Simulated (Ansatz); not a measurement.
# Will it converge? Co

Co is taken in the coordinates of a database entry, unrelaxed (space group I4/mmm), 1 atom in the cell. The cell is far larger than its atoms need, so the entry probably lacks atoms. Source: COD entry 4105684; the sample's temperature and pressure aren't taken into account, and it need not be the stable phase.

```
Co
1.0
    -1.99549    1.99549    8.85685
     1.99549   -1.99549    8.85685
     1.99549    1.99549   -8.85685
Co
1
Direct
  0.00000 0.00000 0.00000
```

Atoms are numbered from 1 in the order listed.

The calculation used DFT, PBE, PAW, plane waves, scalar-relativistic in Ansatz.

- Plane-wave cutoff: 420 eV
- k-point mesh: 7×7×9 (Γ-centred)
- Occupations: Fermi–Dirac smearing, 0.05 eV
- Valence electrons: 17
- Spin: collinear, starting moments Co1 3.00 μB

Moments by site are taken inside atomic spheres; the rest lies between them.

The starting density is a sum of atomic densities. β is the mixing step of the charge; the magnetisation has a step of its own, which the program sets unless it is named.

With one magnetic atom in the cell its copies can only be parallel; orders in a larger cell may lie lower. Only one magnetic start was run, with no search, so the state need not be the lowest.

The mesh has less symmetry than the lattice, which lowers the symmetry of the run.

Default run: converged in 33 iterations, spin-polarised, site moments Co1 2.61 μB, total 2.67 μB per cell, no gap on the k-mesh. The search for lower states is off, and runs that name a mixer don't switch to direct minimisation.

Q: Change to Anderson, β 1.0, backtracking line search (limit 80 iterations). Does it converge, and to what?

A: Converged in 30 iterations: a free energy 267 meV/atom lower (another state), pressure -1.2 GPa against -1.1, moments Co1 2.50 μB against Co1 2.61.

Q: Outcome with Broyden, β 0.3, preconditioner Resta (limit 80 iterations)?

A: Converged in 65 iterations: a free energy 157 meV/atom higher (another state), Resta's filter was dropped, as the levels read as a metal's, so the mixing went unfiltered, pressure -1.3 GPa against -1.1, moments Co1 2.55 μB against Co1 2.61.

Q: Outcome with Methfessel–Paxton smearing, width 0.3 eV (limit 80 iterations)?

A: Converged in 30 iterations: free energy shifted by -12.1 meV/atom, zero-width estimate shifted by -34.8 meV/atom.

Q: Change to linear mixing, β 0.2, no preconditioner (limit 80 iterations). Does it converge, and to what?

A: Converged in 52 iterations: a free energy 267 meV/atom lower (another state), pressure -1.2 GPa against -1.1, moments Co1 2.50 μB against Co1 2.61.

Q: What happens with Broyden, β 0.9, history 16, no preconditioner (limit 80 iterations)?

A: Converged in 17 iterations: a free energy 267 meV/atom lower (another state), pressure -1.2 GPa against -1.1, moments Co1 2.50 μB against Co1 2.61.

Q: Rank these settings by the iterations they needed, fewest first.
A. Anderson, β 0.2, history 8, no preconditioner
B. default SCF settings
C. Broyden, β 0.9, history 16, no preconditioner
D. linear mixing, β 0.2, no preconditioner
E. Broyden, β 0.4, magnetisation mixing 0.4

A: C (17), B (33), D (52), E (56), A (65).

Launched as:
```sh
ansatz run input.yaml --threads 2 --pin off --max-ram 5120MiB --backend cpu --events-out ev --progress --plain --runs-dir out
```

Machine: 2 threads of Arm Neoverse V1 (shared host).

Q: About how long does the default run take there, and how much memory does it need?

A: 39 s, 0.65 GiB (33 iterations, 128 k-points after symmetry).
